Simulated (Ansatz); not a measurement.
A film clamped to a substrate in SiGe

Computed with DFT r2SCAN, scalar-relativistic, plane waves, PAW (Ansatz 0.2.0). The runs took a 500 eV cutoff, a Γ-centred 12×12×4 mesh and Gaussian smearing (0.05 eV). No spin polarisation. Energies are free energies at this smearing, counted from the undisturbed cell; pressure is positive in compression.

Reference structure (relaxed at this level; it needn't be the usual structure):

```xyz
4
Lattice="3.9044 0.0000 0.0000 -1.9522 3.3813 0.0000 0.0000 0.0000 6.4537" Properties=species:S:1:pos:R:3 pbc="T T T"
Si    1.9522    1.1271    5.6435
Si    0.0000    2.2542    2.4167
Ge    1.9522    1.1271    3.2303
Ge    0.0000    2.2542    0.0034
```

The cell (4 atoms, V0 = 85.20 Å³) is strained by p along both x and y and by q along z, fractional coordinates fixed. τp = (1/V0) ∂E/∂p = (σxx + σyy)(1 + p)(1 + q) and τq = (1/V0) ∂E/∂q = σzz(1 + p)², with tension positive.

```
     p q  ΔE (meV/atom)  τp (GPa)  τq (GPa)
 0.000   0.000           0.00      0.02     -0.01
-0.030   0.000          31.40    -16.50     -0.93
 0.030   0.000          26.31     12.58      0.55
 0.000  -0.030          15.20     -0.73     -7.98
 0.000   0.030          12.56      0.71      6.02
```

Q: Get the second derivatives of the energy density.

A: Central differences give A = ∂τp/∂p = 485 GPa (C11 + C22 + 2 C12), C = ∂τq/∂q = 233 GPa (C33) and the cross term B = ∂τq/∂p = 24.6 GPa (C13 + C23); ∂τp/∂q = 24.0 GPa must equal B, and any difference shows higher-order terms. Steps this large leave an error of some per cent of A or C in all of these, which can swamp a small B. The ions are clamped.

Q: A film of this crystal grows with z along the normal on a substrate that imposes p. How does its thickness respond, and what does the misfit cost?

A: Count p and q from the stress-free cell. A free surface needs τq = 0, so q = −(B/C) p = -0.11 p. The energy density left is (A − B²/C) p²/2 = M p², with the biaxial modulus M = 241 GPa; a misfit of 1 % costs 3.20 meV/atom, against 3.22 meV/atom if the thickness were held.

At p = -0.030 the energies along q are 50.4 (q = -0.030), 36.9 (q = -0.015), 31.4 (q = 0.000), 32.9 (q = 0.015), 40.4 (q = 0.030) meV/atom.

Q: Does the linear rule hold at this misfit?

A: A parabola through the lowest point and its neighbours has its minimum at q = 0.004, 31.1 meV/atom. With the stress left in the starting cell, τp0 and τq0, linear elasticity gives q = −(τq0 + Bp)/C = 0.003 and E = V0(τp0 p + τq0 q + Ap²/2 + Bpq + Cq²/2)/N = 28.7 meV/atom. The two agree within a tenth in energy.

Forces appear on the atoms along this scan, and letting them relax would lower the energy and soften the response.

The film resists in-plane misfit strongly but barely changes thickness: freeing the surface recovers almost none of the misfit energy. This weak coupling is unlike real Si-Ge crystals, whose Poisson response along such an axis is markedly larger, and the fixed fractional coordinates are the likely cause. In a tetrahedral covalent network, bond stretching is stiff and bond-angle bending soft. In-plane compression would normally increase the puckering of the Si-Ge layers, so that angles take up much of the strain and the film thickens. With the puckering tied to the cell height, the inclined bonds must shorten instead. Internal relaxation should therefore raise B as well as lower C, making the thickness response larger than -0.11, not smaller.

Compression costs more than equal tension along both strain directions, as expected from the steep short-range repulsion between bonded atoms. This anharmonicity also explains why the linear rule underestimates the energy at p = -0.030. The biaxial modulus is thus best read as an upper estimate for coherent, defect-free strain; it sets no critical thickness.
